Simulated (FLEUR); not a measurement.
A run of FLEUR MaX-R8.1 (later development tree) is set up as follows.

The input inp.xml:

```xml
<?xml version="1.0" encoding="UTF-8" standalone="no"?>
<fleurInput fleurInputVersion="0.39">
   <comment>
      InPd                                                                                                
   </comment>
   <calculationSetup>
      <cutoffs Kmax="4.54" Gmax="14.1" GmaxXC="14.1" numbands="0"/>
      <scfLoop itmax="60" minDistance="0.00001" maxIterBroyd="15" imix="Anderson" alpha="0.05" precondParam="0.0" spinf="2.0" sdNocoIR="T"/>
      <coreElectrons ctail="T" frcor="F" kcrel="0" coretail_lmax="0"/>
      <xcFunctional name="PBEs" relativisticCorrections="F"/>
      <magnetism jspins="1"/>
      <soc l_soc="F" theta="0.0" phi="0.0" spav="F"/>
      <expertModes spex="0" secvar="F"/>
      <geometryOptimization l_f="F" forcealpha="1.0" forcemix="BFGS" epsdisp="0.00001" epsforce="0.00001"/>
      <ldaU l_linMix="F" mixParam="0.05" spinf="1.0"/>
   </calculationSetup>
   <cell>
      <bzIntegration valenceElectrons="39.0" mode="hist" fermiSmearingEnergy="0.00183747">
         <kPointListSelection listName="default-1"/>
         <!-- k-points included here -->
         <xi:include xmlns:xi="http://www.w3.org/2001/XInclude" href="kpts.xml"> </xi:include>
      </bzIntegration>
      <!-- symmetry operations included here -->
      <xi:include xmlns:xi="http://www.w3.org/2001/XInclude" href="sym.xml"> </xi:include>
      <bulkLattice scale="1.0">
         <bravaisMatrix>
            <row-1>    5.8569274411287067     0.0000000000000000     0.0000000000000000</row-1>
            <row-2>    0.0000000000000000     5.8569274411287067     0.0000000000000000</row-2>
            <row-3>    0.0000000000000000     0.0000000000000000     5.8569274411287067</row-3>
         </bravaisMatrix>
      </bulkLattice>
   </cell>
   <atomSpecies>
      <species name="Indium (In)" element="In" atomicNumber="49">
         <mtSphere radius="2.16" gridPoints="737" logIncrement="0.017"/>
         <atomicCutoffs lmax="9" lnonsphr="9"/>
         <electronConfig flipSpins="F">
            <coreConfig>(1s1/2) (2s1/2) (2p1/2) (2p3/2) (3s1/2) (3p1/2) (3p3/2) (3d3/2) (3d5/2)</coreConfig>
            <valenceConfig>(4s1/2) (4p1/2) (4p3/2) (5s1/2) (4d3/2) (4d5/2) (5p1/2) (5p3/2)</valenceConfig>
            <stateOccupation state="(5p1/2)" spinUp="0.166667" spinDown="0.166667"/>
            <stateOccupation state="(5p3/2)" spinUp="0.333333" spinDown="0.333333"/>
         </electronConfig>
         <energyParameters s="5" p="5" d="4" f="4"/>
         <lo type="SCLO" l="0" n="4" eDeriv="0"/>
         <lo type="SCLO" l="1" n="4" eDeriv="0"/>
         <lo type="SCLO" l="1" n="4" eDeriv="1"/>
         <lo type="SCLO" l="2" n="4" eDeriv="2"/>
         <lo type="SCLO" l="3" n="4" eDeriv="2"/>
      </species>
      <species name="Palladium (Pd)" element="Pd" atomicNumber="46">
         <mtSphere radius="2.4" gridPoints="817" logIncrement="0.016"/>
         <atomicCutoffs lmax="10" lnonsphr="10"/>
         <electronConfig flipSpins="F">
            <coreConfig>(1s1/2) (2s1/2) (2p1/2) (2p3/2) (3s1/2) (3p1/2) (3p3/2) (3d3/2) (3d5/2)</coreConfig>
            <valenceConfig>(4s1/2) (4p1/2) (4p3/2) (5s1/2) (4d3/2) (4d5/2)</valenceConfig>
            <stateOccupation state="(5s1/2)" spinUp="0.500000" spinDown="0.500000"/>
            <stateOccupation state="(4d3/2)" spinUp="1.800000" spinDown="1.800000"/>
            <stateOccupation state="(4d5/2)" spinUp="2.700000" spinDown="2.700000"/>
         </electronConfig>
         <energyParameters s="5" p="5" d="4" f="4"/>
         <lo type="SCLO" l="0" n="4" eDeriv="0"/>
         <lo type="SCLO" l="1" n="4" eDeriv="0"/>
         <lo type="SCLO" l="1" n="4" eDeriv="1"/>
         <lo type="SCLO" l="2" n="4" eDeriv="2"/>
         <lo type="SCLO" l="3" n="4" eDeriv="2"/>
      </species>
   </atomSpecies>
   <atomGroups>
      <atomGroup species="Indium (In)">
         <relPos label="                   1">.0000000000 .0000000000 .0000000000</relPos>
         <force calculate="T" relaxXYZ="TTT"/>
      </atomGroup>
      <atomGroup species="Palladium (Pd)">
         <relPos label="                   2">1.000/2.000 1.000/2.000 1.000/2.000</relPos>
         <force calculate="T" relaxXYZ="TTT"/>
      </atomGroup>
   </atomGroups>
   <output dos="F" band="F" slice="F">
      <checks vchk="F" cdinf="F"/>
      <bandDOS minEnergy="-.5*Htr" maxEnergy="0.5*Htr" sigma="0.015" storeEVData="T"/>
      <vacuumDOS vacdos="F" integ="F" star="F" nstars="0" locx1="0.0" locy1="0.0" locx2="0.0" locy2="0.0" nstm="0" tworkf="0.0"/>
      <unfoldingBand unfoldBand="F" supercellX="1" supercellY="1" supercellZ="1"/>
      <plotting iplot="0" polar="F">
         <plot TwoD="T" vec1="  1.0  0.0  0.0" vec2="  0.0  1.0  0.0" vec3="  0.0  0.0  1.0" zero="  0.0  0.0  0.0" file="plot"/>
      </plotting>
      <chargeDensitySlicing numkpt="0" minEigenval="0.0" maxEigenval="0.0" nnne="0" pallst="F"/>
      <specialOutput eonly="F"/>
      <moessbauerParams electricFieldGradient="T" isomerShift="T" coreHyperfine="T" valenceHyperfine="T"/>
      <magneticCircularDichroism mcd="F" energyLo="-10.0" energyUp="0.0"/>
   </output>
  <!-- We include the file relax.xml here to enable relaxations (see documentation) -->
  <xi:include xmlns:xi="http://www.w3.org/2001/XInclude" href="relax.xml"> <xi:fallback/> </xi:include>
</fleurInput>
```

The input crystal.txt:

```
InPd
&input cartesian=F /
3.0993525278  0.0000000000  0.0000000000
0.0000000000  3.0993525278  0.0000000000
0.0000000000  0.0000000000  3.0993525278
1.8897261246
1.0 1.0 1.0

2
49 0.0000000000  0.0000000000  0.0000000000
46 0.5000000000  0.5000000000  0.5000000000

&kpt div1=8 div2=8 div3=8 gamma=T /
```

Potentials or basis: all-electron, FLAPW.

Launch:

```bash
$ inpgen -f crystal.txt -profile fastHighL
$ # inp.xml edited to the form shown
$ fleur_MPI
```

(1) Predict the band gap on the k mesh.

Results:

(1) none (metal or under the smearing width).
